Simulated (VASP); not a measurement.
Wanted: the native input for a VASP 6.6.1 run.

- Task: relaxation of cell and atoms
- Functional: PBE
- Potentials or basis: VASP PAW PBE potentials, release 64 (Si, Ge_d)
- Cutoff: 520 eV
- k mesh: 6 × 6 × 3
- Occupations: gaussian, width 0.15 eV
- Spin: no spin polarisation
- Further INCAR settings: PREC = Normal; ALGO = Fast; EDIFF = 0.0001; IBRION = 2; EDIFFG = -0.08; NSW = 24; ISIF = 3

The structure of SiGe3 lies in POSCAR:

```
SiGe3
1.0
    3.3105895000      0.0000000000      0.0000000000
    0.0000000000      3.3105895000      0.0000000000
    0.0000000000      0.0000000000      8.3883502500
Si Ge
1 3
Direct
    0.0000000000      0.0000000000      0.0000000000
    0.5000000000      0.5000000000      0.7661913000
    0.0000000000      0.0000000000      0.5000000000
    0.5000000000      0.5000000000      0.2338087000
```

The cell was built by a generator and needn't be a form met in nature.

The input as run:

INCAR

```
ALGO = Fast ; EDIFF = 1E-4
EDIFFG = -0.08 ; ENCUT = 520
GGA = PE ; IBRION = 2
ISIF = 3 ; ISMEAR = 0
LASPH = True ; LCHARG = False
LREAL = False ; LWAVE = False
NELM = 60 ; NSW = 24
PREC = Normal ; SIGMA = 0.15
```

KPOINTS

```
k-points
0
Gamma
  6 6 3
```

Potentials or basis: VASP PAW PBE potentials, release 64 (Si, Ge_d).

Run with:

```bash
$ cat potpaw_PBE.64/Si/POTCAR potpaw_PBE.64/Ge_d/POTCAR > POTCAR
$ mpirun -np 1 vasp_std > vasp.out
```

It gave:

```yaml
Relaxed_volume: 18.52 Å³/atom
Relaxed_cell: a = 3.224 Å, b = 3.224 Å, c = 7.126 Å, α = 90.00°, β = 90.00°, γ = 90.00°
Space_group_after_relaxing_to_0.05_Å: P4/mmm (No. 123)
Energy_gained_by_relaxing: 196.3 meV/atom
Ionic_steps: 12
Pressure_after_relaxing: -0.3 GPa
Largest_force_after_relaxing: 0.039 eV/Å
```

Caveat: the volume moved by over 15 % at a fixed basis, so the end points are rough; the relaxation stopped at a loose force limit of 0.08 eV/Å, so its end isn't a converged minimum.

Run time: 3.2 min on 1 thread of Intel(R) Xeon(R) Platinum 8375C CPU @ 2.90GHz (Ice Lake), on a shared host, peak memory 0.17 GiB.
